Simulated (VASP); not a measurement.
# InPd (Pm-3m) in VASP: notebook

Aim: see how the results for InPd move with the level of theory and the settings. Levels: BLYP, PW91, PBE. Tasks: band structure.

Everything below comes from runs of VASP 6.6.1. Logs are shortened: lines on timing, memory, paths and dates and some standing lists are left out, and cuts for length are marked.

### 1 The structure

The structure is cubic, space group Pm-3m (No. 221). The conventional cell has a = 3.272 Å, b = 3.272 Å, c = 3.272 Å, α = 90.00°, β = 90.00°, γ = 90.00°. In (site symmetry m-3m) has 8 Pd at 2.83 Å as nearest neighbours. Pd (site symmetry m-3m) is surrounded by 8 In at 2.83 Å.

The cell comes from a database or a generator and needn't be the stable form of this composition.

### 2 Band structure, BLYP

Contents of POSCAR:

```
InPd
1.0
    3.2718847800      0.0000000000      0.0000000000
    0.0000000000      3.2718847800      0.0000000000
    0.0000000000      0.0000000000      3.2718847800
In Pd
1 1
Direct
    0.0000000000      0.0000000000      0.0000000000
    0.5000000000      0.5000000000      0.5000000000
```

Contents of INCAR.step1:

```
SYSTEM = InPd
PREC     = Accurate       ! precision mode
ENCUT    = 520            ! plane-wave cutoff, eV
EDIFF    = 1E-7           ! SCF threshold, eV
ISMEAR   = -1             ! smearing method
SIGMA    = 0.05           ! smearing width, eV
LREAL    = .FALSE.        ! projectors in reciprocal space
LASPH    = .TRUE.         ! aspherical terms in the spheres
NELM     = 80             ! most SCF steps
ALGO     = Normal         ! electronic algorithm
ISIF     = 2              ! what is computed and relaxed
LWAVE    = .FALSE.        ! write WAVECAR
LCHARG   = .TRUE.         ! write CHGCAR
LMAXMIX  = 4              ! l up to which the mixer works
GGA      = B5             ! functional
ALDAX    = 1.0          
AGGAX    = 1.0          
AGGAC    = 1.0          
ALDAC    = 0.0          
NBANDS   = 18             ! bands
```

Contents of KPOINTS.step1:

```
Automatic mesh
0
G
  8 8 8
  0 0 0
```

Contents of INCAR.step2:

```
SYSTEM = InPd
PREC     = Accurate       ! precision mode
ENCUT    = 520            ! plane-wave cutoff, eV
EDIFF    = 1E-7           ! SCF threshold, eV
ISMEAR   = 0              ! smearing method
SIGMA    = 0.05           ! smearing width, eV
LREAL    = .FALSE.        ! projectors in reciprocal space
LASPH    = .TRUE.         ! aspherical terms in the spheres
NELM     = 80             ! most SCF steps
ALGO     = Normal         ! electronic algorithm
ISIF     = 2              ! what is computed and relaxed
LWAVE    = .FALSE.        ! write WAVECAR
LCHARG   = .FALSE.        ! write CHGCAR
LMAXMIX  = 4              ! l up to which the mixer works
GGA      = B5             ! functional
ALDAX    = 1.0          
AGGAX    = 1.0          
AGGAC    = 1.0          
ALDAC    = 0.0          
NBANDS   = 18             ! bands
ICHARG   = 11             ! starting density
```

Contents of KPOINTS.step2:

```
path GXMGRX,MR
20
line-mode
reciprocal
 0.0000000000  0.0000000000  0.0000000000  G
 0.0000000000  0.5000000000  0.0000000000  X

 0.0000000000  0.5000000000  0.0000000000  X
 0.5000000000  0.5000000000  0.0000000000  M

 0.5000000000  0.5000000000  0.0000000000  M
 0.0000000000  0.0000000000  0.0000000000  G

 0.0000000000  0.0000000000  0.0000000000  G
 0.5000000000  0.5000000000  0.5000000000  R

 0.5000000000  0.5000000000  0.5000000000  R
 0.0000000000  0.5000000000  0.0000000000  X

 0.5000000000  0.5000000000  0.0000000000  M
 0.5000000000  0.5000000000  0.5000000000  R
```

Potentials or basis: VASP PAW PBE potentials, release 64 (In_d, Pd).

Command:

```bash
cat potpaw_PBE.64/In_d/POTCAR potpaw_PBE.64/Pd/POTCAR > POTCAR
cp INCAR.step1 INCAR
cp KPOINTS.step1 KPOINTS
mpirun -np 1 vasp_std > vasp.out
cp INCAR.step2 INCAR
cp KPOINTS.step2 KPOINTS
mpirun -np 1 vasp_std > vasp.out
```

OUTCAR:

```text
SYSTEM = InPd
   PREC = Accurate
   ENCUT = 520
   EDIFF = 1E-7
   ISMEAR = 0
   LREAL = .FALSE.
   LASPH = .TRUE.
   NELM = 80
   ISIF = 2
   GGA = B5
   ICHARG = 11

 ion  position               nearest neighbor table
   1  0.000  0.000  0.000-   2 2.83   2 2.83   2 2.83   2 2.83   2 2.83   2 2.83   2 2.83   2 2.83

   2  0.500  0.500  0.500-   1 2.83   1 2.83   1 2.83   1 2.83   1 2.83   1 2.83   1 2.83   1 2.83

  LATTYP: Found a simple cubic cell.
 ALAT       =     3.2718847800

  Lattice vectors:

 A1 = (   3.2718847800,   0.0000000000,   0.0000000000)
 A2 = (   0.0000000000,   3.2718847800,   0.0000000000)
 A3 = (   0.0000000000,   0.0000000000,   3.2718847800)

Analysis of symmetry for initial positions (statically):
=====================================================================
 Subroutine PRICEL returns:
 Original cell was already a primitive cell.

 Routine SETGRP: Setting up the symmetry group for a
 simple cubic supercell.

 Subroutine GETGRP returns: Found 48 space group operations
 (whereof 48 operations were pure point group operations)
 out of a pool of 48 trial point group operations.

The static configuration has the point symmetry O_h .

Analysis of symmetry for dynamics (positions and initial velocities):
=====================================================================
 Subroutine PRICEL returns:
 Original cell was already a primitive cell.

 Routine SETGRP: Setting up the symmetry group for a
 simple cubic supercell.

 Subroutine GETGRP returns: Found 48 space group operations
 (whereof 48 operations were pure point group operations)
 out of a pool of 48 trial point group operations.

The dynamic configuration has the point symmetry O_h .

 Subroutine INISYM returns: Found 48 space group operations
 (whereof 48 operations are pure point group operations),
 and found     1 'primitive' translations

----------------------------------------------------------------------------------------

                                     Primitive cell

  volume of cell :      35.0263

  direct lattice vectors                    reciprocal lattice vectors
     3.271884780  0.000000000  0.000000000     0.305634234  0.000000000  0.000000000
     0.000000000  3.271884780  0.000000000     0.000000000  0.305634234  0.000000000
     0.000000000  0.000000000  3.271884780     0.000000000  0.000000000  0.305634234

  length of vectors
     3.271884780  3.271884780  3.271884780     0.305634234  0.305634234  0.305634234

  position of ions in fractional coordinates (direct lattice)
     0.000000000  0.000000000  0.000000000
     0.500000000  0.500000000  0.500000000

  ion indices of the primitive-cell ions
   primitive index   ion index
                 1           1
                 2           2

----------------------------------------------------------------------------------------

 KPOINTS: path GXMGRX,MR

Interpolating k-points between supplied coordinates.

 Line segments in fractional coordinates (reciprocal lattice):
    0.000000  0.000000  0.000000  ...  0.000000  0.500000  0.000000
    0.000000  0.500000  0.000000  ...  0.500000  0.500000  0.000000
    0.500000  0.500000  0.000000  ...  0.000000  0.000000  0.000000
    0.000000  0.000000  0.000000  ...  0.500000  0.500000  0.500000
    0.500000  0.500000  0.500000  ...  0.000000  0.500000  0.000000
    0.500000  0.500000  0.000000  ...  0.500000  0.500000  0.500000

 Generated    20 points on each line segment, for a total of    120 k-points:

 Following reciprocal coordinates:
            Coordinates               Weight
  0.000000  0.000000  0.000000      0.008333
  0.000000  0.026316  0.000000      0.008333
  0.000000  0.052632  0.000000      0.008333
  0.000000  0.078947  0.000000      0.008333
  0.000000  0.105263  0.000000      0.008333
  0.000000  0.131579  0.000000      0.008333
[... 16 lines left out ...]
  0.052632  0.500000  0.000000      0.008333
  0.078947  0.500000  0.000000      0.008333
 [... further k-points ...]
   k-points           NKPTS =    120   k-points in BZ     NKDIM =    120   number of bands    NBANDS=     18
   number of dos      NEDOS =    301   number of ions     NIONS =      2
   total plane-waves  NPLWV =  13824
   dimension x,y,z NGX =    24 NGY =   24 NGZ =   24
   dimension x,y,z NGXF=    48 NGYF=   48 NGZF=   48
   ions per type =               1   1
   NGX,Y,Z   is equivalent  to a cutoff of  12.19, 12.19, 12.19 a.u.
   NGXF,Y,Z  is equivalent  to a cutoff of  24.39, 24.39, 24.39 a.u.
 SYSTEM =  InPd
   PREC   = accura    normal or accurate (medium, high low for compatibility)
   ISTART =      0    job   : 0-new  1-cont  2-samecut
   ICHARG =     11    charge: 1-file 2-atom 10-const
   ISPIN  =      1    spin polarized calculation?
   LNONCOLLINEAR =      F non collinear calculations
   LSORBIT =      F    spin-orbit coupling
   LASPH  =      T    aspherical Exc in radial PAW
   ENCUT  =  520.0 eV  38.22 Ry    6.18 a.u.   6.08  6.08  6.08*2*pi/ulx,y,z
   NELM   =     80;   NELMIN=  2; NELMDL=  0     # of ELM steps
   EDIFF  = 0.1E-06   stopping-criterion for ELM
   LREAL  =      F    real-space projection
   EDIFFG = 0.1E-05   stopping-criterion for IOM
   NSW    =      0    number of steps for IOM
   IBRION =     -1    ionic relax: 0-MD 1-quasi-New 2-CG
   NFREE  =      0    steps in history (QN), initial steepest desc. (CG)
   ISIF   =      2    stress and relaxation
   ISYM   =      2    0-nonsym 1-usesym 2-fastsym
   POTIM  = 0.5000    time-step for ionic-motion
   TEBEG  =    0.0;   TEEND  =   0.0 temperature during run
   PSTRESS=    0.0 pullay stress
   NELECT =      23.0000    total number of electrons
   NUPDOWN=      -1.0000    fix difference up-down
   EMIN   =  10.00;   EMAX   =-10.00  energy-range for DOS
   EFERMI =   0.00;   METHOD = LEGACY
   ISMEAR =     0;   SIGMA  =   0.05  broadening in eV -4-tet -1-fermi 0-gaus
   EFERMI_NEDOS =   21; number of points for ismear=-14 and -15
   IALGO  =     38    algorithm
   IMIX   =      4    mixing-type and parameters
     AMIX     =   0.40;   BMIX     =  1.00
     AMIX_MAG =   1.60;   BMIX_MAG =  1.00
  volume/ion in A,a.u.               =      17.51       118.18
  Fermi-wavevector in a.u.,A,eV,Ry     =   1.422938  2.688964 27.548447  2.024754
  Thomas-Fermi vector in A             =   2.543589
   LORBIT       =      0    0 simple, 1 ext, 2 COOP (PROOUT), +10 PAW based schemes
   GGA     = B5    functional components
   LHFCALC =     F    Hartree Fock is set to
   AEXX    =    0.0000 exact exchange contribution
   IVDW    =     0    specifies the selected vdW correction
   LEPSILON=     F    determine dielectric tensor
   LRPA    =     F    only Hartree local field effects (RPA)
 non-spin polarized calculation
 Gauss-broadening in eV      SIGMA  =   0.05
  energy-cutoff  :      520.00
  volume of cell :       35.03
 maximum number of plane-waves:       968

 number of electron      22.9999997 magnetization

 Free energy of the ion-electron system (eV)
  ---------------------------------------------------
  ext. energy  EPLUGINS =         0.00000000
  ---------------------------------------------------
  free energy    TOTEN  =        -6.13347498 eV

  energy without entropy =       -6.13342026  energy(sigma->0) =       -6.13344762

 E-fermi :  11.5016     XC(G=0): -11.6255

 val. band max:       11.4277939952   @ k =   0.5000   0.5000   0.3158
 cond. band min:      11.5758146247   @ k =   0.5000   0.5000   0.2895
 fundamental gap:      0.1480206295
 Fermi energy:        11.5016459756

 k-point     1 :       0.0000    0.0000    0.0000
  band No.  band energies     occupation
      1      -4.0768      2.00000
      2      -4.0768      2.00000
      3      -3.6772      2.00000
      4      -3.6772      2.00000
      5      -3.6772      2.00000
      6       1.0062      2.00000
[... 10 lines left out ...]
     17      21.9226      0.00000
     18      27.2819      0.00000

 k-point     2 :       0.0000    0.0263    0.0000
  band No.  band energies     occupation
      1      -4.0764      2.00000
      2      -4.0744      2.00000
      3      -3.6779      2.00000
      4      -3.6779      2.00000
      5      -3.6769      2.00000
      6       1.0172      2.00000
[... 10 lines left out ...]
     17      21.9728      0.00000
     18      27.2855      0.00000

 k-point     3 :       0.0000    0.0526    0.0000
  band No.  band energies     occupation
      1      -4.0752      2.00000
      2      -4.0673      2.00000
      3      -3.6800      2.00000
      4      -3.6800      2.00000
      5      -3.6763      2.00000
      6       1.0502      2.00000
[... 10 lines left out ...]
     17      22.1343      0.00000
     18      27.1885      0.00000

 k-point     4 :       0.0000    0.0789    0.0000
  band No.  band energies     occupation
      1      -4.0734      2.00000
      2      -4.0557      2.00000
      3      -3.6834      2.00000
      4      -3.6834      2.00000
      5      -3.6752      2.00000
      6       1.1051      2.00000
[... 375 lines left out ...]
      4      -3.7302      2.00000
      5      -3.6464      2.00000
      6       4.4506      2.00000
[... 10 lines left out ...]
     17      21.8555      0.00000
     18      22.1511      0.00000

 k-point    23 :       0.0526    0.5000    0.0000
  band No.  band energies     occupation
      1      -4.0150      2.00000
      2      -3.7876      2.00000
      3      -3.7815      2.00000
      4      -3.7271      2.00000
      5      -3.6500      2.00000
      6       4.4553      2.00000
[... 10 lines left out ...]
     17      21.8973      0.00000
     18      22.6533      0.00000

 k-point    24 :       0.0789    0.5000    0.0000
  band No.  band energies     occupation
      1      -4.0074      2.00000
      2      -3.7962      2.00000
      3      -3.7826      2.00000
      4      -3.7218      2.00000
      5      -3.6557      2.00000
      6       4.4632      2.00000
[... 10 lines left out ...]
     17      21.9665      0.00000
     18      23.2838      0.00000

 [... further k-points ...]

------------------------ aborting loop because EDIFF is reached ----------------------------------------

  FORCE on cell =-STRESS in cart. coord.  units (eV):
  Direction    XX          YY          ZZ          XY          YZ          ZX
  --------------------------------------------------------------------------------------
  -------------------------------------------------------------------------------------
  Total        8.7116860      8.7116860      8.7116860     -0.0000000     -0.0000000      0.0000000
  in kB      398.4912497    398.4912497    398.4912497     -0.0000000     -0.0000000      0.0000000
  external PRESSURE =     398.4912497 kB  Pullay stress =       0.0000000 kB

 VOLUME and BASIS-vectors are now :
 -----------------------------------------------------------------------------
  energy-cutoff  :      520.00
  volume of cell :       35.03
      direct lattice vectors                 reciprocal lattice vectors
     3.271884780  0.000000000  0.000000000     0.305634234  0.000000000  0.000000000
     0.000000000  3.271884780  0.000000000     0.000000000  0.305634234  0.000000000
     0.000000000  0.000000000  3.271884780     0.000000000  0.000000000  0.305634234

 POSITION                                       TOTAL-FORCE (eV/Angst)
 -----------------------------------------------------------------------------------
      0.00000      0.00000      0.00000         0.000000      0.000000      0.000000
      1.63594      1.63594      1.63594         0.000000      0.000000      0.000000
 -----------------------------------------------------------------------------------
    total drift:                                0.000000      0.000000     -0.000000

  FREE ENERGIE OF THE ION-ELECTRON SYSTEM (eV)
  ---------------------------------------------------
  free  energy   TOTEN  =        -6.1334749818 eV

  energy  without entropy=       -6.1334202621  energy(sigma->0) =       -6.13344762
```

It took 37 s on 1 thread of AMD EPYC 9R45 (Zen 5), shared host; peak memory 0.16 GiB.

Results:

- Band gap along the path: none (metal or under the smearing width)

Levels at the corners of the path, in eV from the Fermi level:
| point | band 7 | band 8 | band 9 | band 10 | band 11 | band 12 | band 13 | band 14 | band 15 | band 16 |
| --- | --- | --- | --- | --- | --- | --- | --- | --- | --- | --- |
| Γ | -3.75 | -3.75 | -2.25 | -2.25 | -2.25 | 4.28 | 4.28 | 4.28 | 9.25 | 10.96 |
| X | -5.85 | -3.74 | -3.22 | -3.22 | -2.32 | -1.09 | 9.53 | 9.53 | 10.26 | 10.88 |
| X | -5.85 | -3.74 | -3.22 | -3.22 | -2.32 | -1.09 | 9.53 | 9.53 | 10.26 | 10.88 |
| M | -3.43 | -2.65 | -2.65 | -2.12 | -2.12 | -1.68 | 1.40 | 2.54 | 9.35 | 11.56 |
| M | -3.43 | -2.65 | -2.65 | -2.12 | -2.12 | -1.68 | 1.40 | 2.54 | 9.35 | 11.56 |
| Γ | -3.75 | -3.75 | -2.25 | -2.25 | -2.25 | 4.28 | 4.28 | 4.28 | 9.25 | 10.96 |
| Γ | -3.75 | -3.75 | -2.25 | -2.25 | -2.25 | 4.28 | 4.28 | 4.28 | 9.25 | 10.96 |
| R | -4.79 | -4.79 | -1.64 | -1.64 | -0.27 | 4.05 | 4.05 | 4.05 | 4.51 | 4.51 |
| R | -4.79 | -4.79 | -1.64 | -1.64 | -0.27 | 4.05 | 4.05 | 4.05 | 4.51 | 4.51 |
| X | -5.85 | -3.74 | -3.22 | -3.22 | -2.32 | -1.09 | 9.53 | 9.53 | 10.26 | 10.88 |
| M | -3.43 | -2.65 | -2.65 | -2.12 | -2.12 | -1.68 | 1.40 | 2.54 | 9.35 | 11.56 |
| R | -4.79 | -4.79 | -1.64 | -1.64 | -0.27 | 4.05 | 4.05 | 4.05 | 4.51 | 4.51 |

Caveat: the log is that of the step along the path at fixed density, whose energy, stress, charges and moments have no meaning; the PAW data sets were made with another functional, which shifts forces and pressure a little; spin-orbit coupling is left out, which moves the levels of the heavy elements.

### 3 Band structure, PW91

Contents of INCAR:

```
SYSTEM = InPd
PREC = Accurate ; ENCUT = 520
EDIFF = 1E-7 ; ISMEAR = -1
SIGMA = 0.05 ; LREAL = .False.
LASPH = .True. ; NELM = 100
ALGO = Fast ; ISIF = 2
LWAVE = .False. ; LCHARG = .False.
LMAXMIX = 4 ; GGA = 91
NBANDS = 18
```

Contents of KPOINTS:

```
Automatic mesh
0
Gamma
  8 8 8
  0 0 0
```

POSCAR is that of step 2.

Contents of KPOINTS_OPT:

```
path GXMGRX,MR
20
line-mode
reciprocal
 0.0000000000  0.0000000000  0.0000000000  G
 0.0000000000  0.5000000000  0.0000000000  X

 0.0000000000  0.5000000000  0.0000000000  X
 0.5000000000  0.5000000000  0.0000000000  M

 0.5000000000  0.5000000000  0.0000000000  M
 0.0000000000  0.0000000000  0.0000000000  G

 0.0000000000  0.0000000000  0.0000000000  G
 0.5000000000  0.5000000000  0.5000000000  R

 0.5000000000  0.5000000000  0.5000000000  R
 0.0000000000  0.5000000000  0.0000000000  X

 0.5000000000  0.5000000000  0.0000000000  M
 0.5000000000  0.5000000000  0.5000000000  R
```

Potentials or basis: VASP PAW PBE potentials, release 64 (In_d, Pd).

Command:

```bash
cat potpaw_PBE.64/In_d/POTCAR potpaw_PBE.64/Pd/POTCAR > POTCAR
mpirun -np 1 vasp_std > vasp.out
```

It took 28 s on 1 thread of AMD EPYC 9R45 (Zen 5), shared host; peak memory 0.13 GiB.

It converged, with:

| Property | Result |
| --- | --- |
| Free energy | -8.7864 eV |
| Pressure | 4.2 GPa |
| Band gap along the path | none (metal or under the smearing width) |

Levels at the corners of the path, in eV from the Fermi level:
```
point  band 8  band 9  band 10  band 11  band 12  band 13  band 14  band 15
    Γ   -3.74   -2.20    -2.20    -2.20     4.29     4.29     4.29     9.50
    X   -3.72   -3.18    -3.18    -2.27    -1.04     9.62     9.62    10.02
    X   -3.72   -3.18    -3.18    -2.27    -1.04     9.62     9.62    10.02
    M   -2.61   -2.61    -2.22    -2.22    -1.62     1.53     2.56     9.51
    M   -2.61   -2.61    -2.22    -2.22    -1.62     1.53     2.56     9.51
    Γ   -3.74   -2.20    -2.20    -2.20     4.29     4.29     4.29     9.50
    Γ   -3.74   -2.20    -2.20    -2.20     4.29     4.29     4.29     9.50
    R   -4.79   -1.58    -1.58    -0.03     3.91     3.91     3.91     4.49
    R   -4.79   -1.58    -1.58    -0.03     3.91     3.91     3.91     4.49
    X   -3.72   -3.18    -3.18    -2.27    -1.04     9.62     9.62    10.02
    M   -2.61   -2.61    -2.22    -2.22    -1.62     1.53     2.56     9.51
    R   -4.79   -1.58    -1.58    -0.03     3.91     3.91     3.91     4.49
```

Caveat: the PAW data sets were made with another functional, which shifts forces and pressure a little; spin-orbit coupling is left out, which moves the levels of the heavy elements.

[end of part 1 of 2]
